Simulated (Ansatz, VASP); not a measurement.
HfO2 in VASP and in Ansatz

```
Hf O
1.0
     0.00000    2.57660    2.57660
     2.57660    0.00000    2.57660
     2.57660    2.57660    0.00000
Hf O
1 2
Direct
  0.00000 0.00000 0.00000
  0.25000 0.25000 0.25000
  0.75000 0.75000 0.75000
```

Alike in both runs: functional PBE; k mesh 9 × 9 × 9; occupations fermi-dirac, width 0.02 eV; no spin polarisation.

Ansatz relaxed the structure, and its values are those at the end. VASP's run is a single point on that final structure, the one shown.

```csv
,VASP,Ansatz
version,VASP 6.6.1,Ansatz 0.2.0
potentials or method,"VASP PAW PBE potentials, release 64 (Hf_pv, O), cutoff 520 eV","all-electron LAPW, non-relativistic"
```

Ansatz gave:

* gap on the k mesh at the Fermi level (eV): 3.31
* pressure (GPa): 0.0

Which values does VASP return?

gap on the k mesh at the Fermi level (eV): 3.77; pressure (GPa): -10.8.

One of these differences is far larger than is usual between the two programs; its cause wasn't traced. Ansatz ran all-electron here, so the differences hold the error of VASP's frozen core and of both bases.

Caveats: spin-orbit coupling is left out, which moves the levels of the heavy elements; an odd mesh through Γ misses points on the zone boundary, where band edges often lie.
